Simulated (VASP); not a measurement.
# BP: restarted molecular dynamics, 2 variants

BP, F-43m (no. 216), 8 atoms in the cell. PBE, molecular dynamics; PAW potentials P, B (PBE set).

| Restart from | Temperature at the end (K) | The same without a restart (K) | Potential energy at the end (eV/atom) | The same without a restart (eV/atom) | Electronic steps in the first step after the restart | Time (s) |
|---|---|---|---|---|---|---|
| CONTCAR with velocities, WAVECAR read | 786.0 | 786.0 | -6.29814 | -6.29814 | 4 | 54 |
| CONTCAR with velocities, no WAVECAR | 786.0 | 786.0 | -6.29814 | -6.29814 | 14 | 51 |

Limits: 60 fs of 8 atoms are too short for converged averages; the cell is only 4.5 Å across, so each atom moves in step with near copies of itself.

## Input of the first row

INCAR.step1:
```
  ALGO = Normal
  EDIFF = 1E-6
  ENCUT = 320
  GGA = PE
  IBRION = 0
  ISIF = 2
  ISMEAR = 0
  ISYM = 0
  KPAR = 2
  LASPH = T
  LCHARG = F
  LREAL = Auto
  LWAVE = T
  MDALGO = 4
  NELM = 60
  NELMIN = 4
  NHC_NCHAINS = 3
  NHC_PERIOD = 30
  NSW = 30
  POTIM = 1.0
  PREC = Normal
  RANDOM_SEED = 625973 0 0
  SIGMA = 0.05
  TEBEG = 1000
```

INCAR.step2, as INCAR.step1 but for:
```
- LWAVE = T
+ LWAVE = F
```

KPOINTS:
```
k-points
0
Monkhorst-Pack
  2 2 2
```

POSCAR.step1:
```
BP
1.0
    4.5380000000      0.0000000000      0.0000000000
    0.0000000000      4.5380000000      0.0000000000
    0.0000000000      0.0000000000      4.5380000000
P B
4 4
Direct
    0.2500000000      0.2500000000      0.2500000000
    0.2500000000      0.7500000000      0.7500000000
    0.7500000000      0.2500000000      0.7500000000
    0.7500000000      0.7500000000      0.2500000000
    0.0000000000      0.0000000000      0.0000000000
    0.0000000000      0.5000000000      0.5000000000
    0.5000000000      0.0000000000      0.5000000000
    0.5000000000      0.5000000000      0.0000000000
```

Commands (each step's output is kept before the next begins):
```
cat potpaw_PBE.64/P/POTCAR potpaw_PBE.64/B/POTCAR > POTCAR
cp INCAR.step1 INCAR
cp POSCAR.step1 POSCAR
mpirun -np 2 vasp_std > vasp.out
cp CONTCAR POSCAR
cp INCAR.step2 INCAR
mpirun -np 2 vasp_std > vasp.out
```

Changes of the last row against the first:
```
(step 1)
- LWAVE = True
+ LWAVE = False
```

VASP 6.6.1 took 54 s on 2 cores (Intel Xeon Platinum 8488C (Sapphire Rapids)), a shared host.
